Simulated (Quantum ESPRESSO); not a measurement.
TiC:

```
CELL_PARAMETERS angstrom
0.00000 2.16572 2.16572
2.16572 0.00000 2.16572
2.16572 2.16572 0.00000
ATOMIC_POSITIONS crystal
Ti 0.00000 0.00000 0.00000
C 0.50000 0.50000 0.50000
```

The cell is a database's computed one.

Base run:

```yaml
Program: Quantum ESPRESSO 7.5
Functional: LDA
Potentials_or_basis: GBRV 1.5 LDA
Cutoff: 612 eV
Density_cutoff: 4898 eV
k_mesh: 11 × 11 × 11
Occupations: fermi-dirac, width 0.05 eV
Spin: no spin polarisation
```

Its results: band gap on the k mesh none (metal or under the smearing width); pressure -12.4 GPa.

Problem. The run is repeated on the same cell with these changes: functional from LDA to PBEsol; potentials or basis from GBRV 1.5 LDA to GBRV 1.5 PBEsol. What comes out?

Solution. Band gap on the k mesh none (metal or under the smearing width); pressure -6.8 GPa.
